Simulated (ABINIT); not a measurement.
# Pt (Im-3m) in ABINIT: settings compared, part 2 of 2

ABINIT 10.8.3 (patched build). Earlier steps stand in the parts before.

## 4. Equation of state, r2SCAN

Contents of run.abi:

```
# Datasets: one volume each
ndtset 7
getwfk -1
scalecart1 3*0.9795861087
scalecart2 3*0.9864848297
scalecart3 3*0.9932883884
scalecart4 3*1.0000000000
scalecart5 3*1.0066227096
scalecart6 3*1.0131594038
scalecart7 3*1.0196128224

# Pseudopotentials
pp_dirpath "./"
pseudos "Pt.GGA_PBE-JTH.xml"

# Structure
acell 2.7439495304 2.7439495304 2.7439495304 Angstrom
rprim
    -0.5773502692     0.5773502692     0.5773502692
     0.5773502692    -0.5773502692     0.5773502692
     0.5773502692     0.5773502692    -0.5773502692
ntypat 1
znucl 78
natom 1
typat 1
xred
     0.0000000000     0.0000000000     0.0000000000

# Plane-wave basis
ecut 19.0
pawecutdg 38.0

# k points
kptopt 1
ngkpt 12 12 12
nshiftk 1
shiftk 0.0 0.0 0.0

# Exchange and correlation
ixc -497498
usekden 1
pawxcdev 0

# Bands and occupations
nband 9
occopt 3
tsmear 0.05 eV

# SCF cycle
nstep 100
tolvrs 1.0e-7

# Output
iomode 3
prtwf 1
prtden 0
prteig 0
prtebands 0
enunit 2
```

Potentials or basis: JTH PAW PBE v2.0.

Run with:

```sh
$ abinit run.abi > log 2>&1
```

run.abo:

```text
.Version 10.8.3 of ABINIT
 DATASET    1 : space group Im -3 m (#229); Bravais cI (body-center cubic)
================================================================================
 Values of the parameters that define the memory need for DATASET  1.
     intxc =       0    ionmov =       0      iscf =      17    lmnmax =      18
     lnmax =       6     mgfft =      20  mpssoang =       3    mqgrid =    3001
     natom =       1  nloc_mem =       2    nspden =       1   nspinor =       1
    nsppol =       1      nsym =      48    n1xccc =       1    ntypat =       1
    occopt =       3   xclevel =       2
       mpw =         420          nfft =        8000          nkpt =          72
 PAW method is used; the additional fine FFT grid is defined by:
   mgfftf=        30    nfftf =     27000
================================================================================
================================================================================
[... 71 lines left out ...]
 DATASET    7 : space group Im -3 m (#229); Bravais cI (body-center cubic)
================================================================================
 Values of the parameters that define the memory need for DATASET  7.
     intxc =       0    ionmov =       0      iscf =      17    lmnmax =      18
     lnmax =       6     mgfft =      24  mpssoang =       3    mqgrid =    3001
     natom =       1  nloc_mem =       2    nspden =       1   nspinor =       1
    nsppol =       1      nsym =      48    n1xccc =       1    ntypat =       1
    occopt =       3   xclevel =       2
       mpw =         468          nfft =       13824          nkpt =          72
 PAW method is used; the additional fine FFT grid is defined by:
[... 1467 lines left out ...]

 -outvars: echo values of variables after computation  --------
            acell      5.1853131158E+00  5.1853131158E+00  5.1853131158E+00 Bohr
           etotal1     2.1469346614E+01
           etotal2     2.1468728326E+01
           etotal3     2.1468551134E+01
           etotal4     2.1468760690E+01
           etotal5     2.1469308816E+01
           etotal6     2.1470157104E+01
           etotal7     2.1471264364E+01
            fcart1    -0.0000000000E+00 -0.0000000000E+00 -0.0000000000E+00
            fcart2    -0.0000000000E+00 -0.0000000000E+00 -0.0000000000E+00
            fcart3    -0.0000000000E+00 -0.0000000000E+00 -0.0000000000E+00
            fcart4    -0.0000000000E+00 -0.0000000000E+00 -0.0000000000E+00
            fcart5    -0.0000000000E+00 -0.0000000000E+00 -0.0000000000E+00
            fcart6    -0.0000000000E+00 -0.0000000000E+00 -0.0000000000E+00
            fcart7    -0.0000000000E+00 -0.0000000000E+00 -0.0000000000E+00
            rprim1    -5.6556430356E-01  5.6556430356E-01  5.6556430356E-01
                       5.6556430356E-01 -5.6556430356E-01  5.6556430356E-01
                       5.6556430356E-01  5.6556430356E-01 -5.6556430356E-01
[... 17 lines left out ...]
                       5.8867373749E-01  5.8867373749E-01 -5.8867373749E-01
           strten1    -3.8783200286E-04 -3.8783200286E-04 -3.8783200286E-04
                       0.0000000000E+00  0.0000000000E+00  0.0000000000E+00
           strten2    -1.6926416250E-04 -1.6926416250E-04 -1.6926416250E-04
                       0.0000000000E+00  0.0000000000E+00  0.0000000000E+00
           strten3     2.2495315962E-05  2.2495315963E-05  2.2495315962E-05
                       0.0000000000E+00  0.0000000000E+00  0.0000000000E+00
           strten4     1.9008016675E-04  1.9008016675E-04  1.9008016675E-04
                       0.0000000000E+00  0.0000000000E+00  0.0000000000E+00
           strten5     3.3837924585E-04  3.3837924585E-04  3.3837924585E-04
                       0.0000000000E+00  0.0000000000E+00  0.0000000000E+00
           strten6     4.6697965845E-04  4.6697965845E-04  4.6697965845E-04
                       0.0000000000E+00  0.0000000000E+00  0.0000000000E+00
           strten7     5.8059775697E-04  5.8059775697E-04  5.8059775697E-04
                       0.0000000000E+00  0.0000000000E+00  0.0000000000E+00
 Calculation completed.
```

It took 4.3 min on 1 thread of Intel Xeon Platinum 8488C (Sapphire Rapids), shared host; peak memory 0.14 GiB.

Results:

| Property | Result |
| --- | --- |
| Equilibrium volume | 15.57 Å³/atom |
| Bulk modulus | 261 GPa |
| Pressure derivative of the bulk modulus | 5.4 |

Energy against volume, from the lowest point:
```
volume (Å³/atom)  energy (meV/atom)
          14.950              21.65
          15.268               4.82
          15.586               0.00
          15.904               5.70
          16.222              20.62
          16.540              43.70
          16.858              73.83
```

Caveat: pressures at fixed basis lie under the slope of the energies; the PAW data sets were made with another functional, which shifts forces and pressure a little. The run has no spin-orbit coupling, so splittings on Pt are missing.

## 5. Overview

```csv
level,potentials or basis,cutoff (eV),fine-grid cutoff,V0 of scaled cells (Å³/atom),B0 (GPa)
LDA,JTH PAW LDA v2.0,435,870.764 eV,-,-
PBEsol,JTH PAW PBE v2.0,435,870.764 eV,15.28,278
r2SCAN,JTH PAW PBE v2.0,517,1034.03 eV,15.57,261
```

Alike in all rows: task equation of state; no spin polarisation; cell as given; k mesh 12 × 12 × 12; smearing fermi-dirac 0.05 eV.

Caveats: pressures at fixed basis lie under the slope of the energies; the PAW data sets were made with another functional, which shifts forces and pressure a little (some runs); the minimum lies outside the volumes run (some runs).

Absolute energies hang on the potentials; compare differences alone.
